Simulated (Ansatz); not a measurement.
# Eigenvalues along a path: BAs (rocksalt type)

```yaml
crystal:
  lattice:
    - [0.00000, 2.28435, 2.28435]
    - [2.28435, 0.00000, 2.28435]
    - [2.28435, 2.28435, 0.00000]
  atoms:
    - { symbol: B, position: [0.00000, 0.00000, 0.00000] }
    - { symbol: As, position: [0.50000, 0.50000, 0.50000] }
```

The cell comes from a relaxation on PAW files under the same functional, begun from a prototype that needn't be the stable phase.

Level of theory: DFT with PBEsol, scalar-relativistic, in Ansatz 0.2.0; a Γ-centred 17×17×17 k mesh, Fermi–Dirac smearing of 0.1 eV, no spin polarisation. LAPW: all electrons, basis error target 1 meV/atom.

Path points, in fractions of the reciprocal vectors: Γ (0.000, 0.000, 0.000), X (0.500, 0.000, 0.500), U (0.625, 0.250, 0.625), K (0.375, 0.375, 0.750), L (0.500, 0.500, 0.500), W (0.500, 0.250, 0.750). The distance column jumps between branches of the path. Levels in eV from the Fermi level; bands 11 to 16, counted from the lowest band of the run. The gap is zero, the pressure 0.01 GPa.

```
# k(1/Å) point b11 b12 b13 b14 b15 b16
0.000 Γ -16.23 -0.03 -0.03 -0.03 3.87 7.84
0.196 - -16.10 -0.45 -0.35 -0.35 4.39 6.38
0.393 - -15.70 -1.29 -1.10 -1.10 3.30 6.11
0.589 - -15.04 -2.19 -1.97 -1.97 0.60 5.67
0.786 - -14.13 -3.29 -2.76 -2.76 -1.67 4.73
0.982 - -12.98 -5.13 -3.36 -3.36 -2.76 4.05
1.179 - -11.68 -7.09 -3.74 -3.74 -3.17 3.64
1.375 X -10.84 -8.17 -3.87 -3.87 -3.30 3.50
1.445 - -10.83 -8.15 -4.27 -3.85 -2.94 3.59
1.514 - -10.81 -8.10 -4.88 -3.79 -2.44 3.86
1.584 - -10.77 -8.02 -5.51 -3.70 -1.97 4.28
1.653 - -10.72 -7.90 -6.13 -3.57 -1.56 4.86
1.723 - -10.67 -7.75 -6.71 -3.40 -1.19 5.57
1.792 - -10.66 -7.57 -7.23 -3.20 -0.86 6.36
1.862 U -10.69 -7.65 -7.36 -2.96 -0.54 7.22
2.704 K -10.69 -7.65 -7.36 -2.96 -0.54 7.22
2.912 - -11.40 -7.98 -6.53 -2.02 0.41 5.70
3.120 - -12.67 -7.23 -5.45 -0.76 1.46 4.03
3.329 - -13.89 -5.97 -4.16 0.77 2.63 2.66
3.537 - -14.90 -4.41 -2.75 1.41 2.69 3.96
3.746 - -15.64 -2.65 -1.41 0.63 4.69 4.84
3.954 - -16.09 -0.93 -0.40 0.14 4.38 6.72
4.162 Γ -16.23 -0.03 -0.03 -0.03 3.87 7.84
4.333 - -16.14 -0.78 -0.04 -0.04 4.23 7.30
4.503 - -15.84 -2.37 -0.05 -0.05 4.66 6.17
4.673 - -15.34 -4.21 -0.03 -0.03 4.71 4.93
4.843 - -14.67 -6.04 0.07 0.07 3.77 3.77
5.013 - -13.83 -7.75 0.28 0.28 2.75 2.75
5.183 - -12.91 -9.20 0.64 0.64 1.89 1.89
5.353 L -12.37 -9.92 1.04 1.04 1.33 1.33
5.492 - -12.30 -9.86 -0.07 0.02 1.82 2.10
5.631 - -12.12 -9.66 -1.55 -1.23 2.10 2.72
5.770 - -11.82 -9.34 -3.00 -2.49 2.34 3.19
5.909 - -11.42 -8.89 -4.32 -3.70 2.61 3.62
6.048 - -10.97 -8.32 -5.45 -4.82 2.87 4.02
6.187 - -10.56 -7.64 -6.27 -5.85 3.07 4.33
6.326 W -10.38 -7.00 -6.59 -6.59 3.15 4.45
6.424 - -10.41 -7.00 -6.91 -6.14 2.43 5.19
6.522 - -10.49 -7.35 -6.65 -5.66 1.34 6.37
6.621 - -10.59 -7.64 -6.25 -5.17 0.26 5.87
6.719 - -10.69 -7.87 -5.73 -4.69 -0.78 4.93
6.817 - -10.77 -8.04 -5.11 -4.27 -1.76 4.18
6.915 - -10.83 -8.14 -4.42 -3.97 -2.67 3.68
7.013 X -10.84 -8.17 -3.87 -3.87 -3.30 3.50
```
